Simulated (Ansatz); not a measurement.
Crystal: Gd.

```
CELL_PARAMETERS angstrom
3.63600 0.00000 0.00000
-1.81800 3.14887 0.00000
0.00000 0.00000 5.78260
ATOMIC_POSITIONS crystal
Gd 0.66667 0.33333 0.75000
Gd 0.33333 0.66667 0.25000
```

Base run:

```yaml
Program: Ansatz 0.2.0
Functional: revPBE
Potentials_or_basis: all-electron LAPW, scalar-relativistic
Cutoff: 156 eV
Density_cutoff: 623 eV
Basis_error_allowed: 0.001 eV/atom
k_mesh: 8 × 8 × 5
Occupations: fermi-dirac, width 0.05 eV
Spin: collinear spin, ferromagnetic start
Starting_moments: "[7.0, 7.0] μB"
```

Its results: pressure 1.9 GPa; net moment 15.27 μB per cell; site moments Gd +7.48 μB.

Task: The run is repeated on the same cell with these changes: functional from revPBE to PBEsol. What comes out?

Result: Pressure -1.8 GPa; net moment 15.21 μB per cell; site moments Gd +7.45 μB.

PBEsol binds more tightly than revPBE, so the same cell stands under less pressure.

Caveats: an open f shell can end in a state above the lowest.

Not every run made on this cell is shown here.
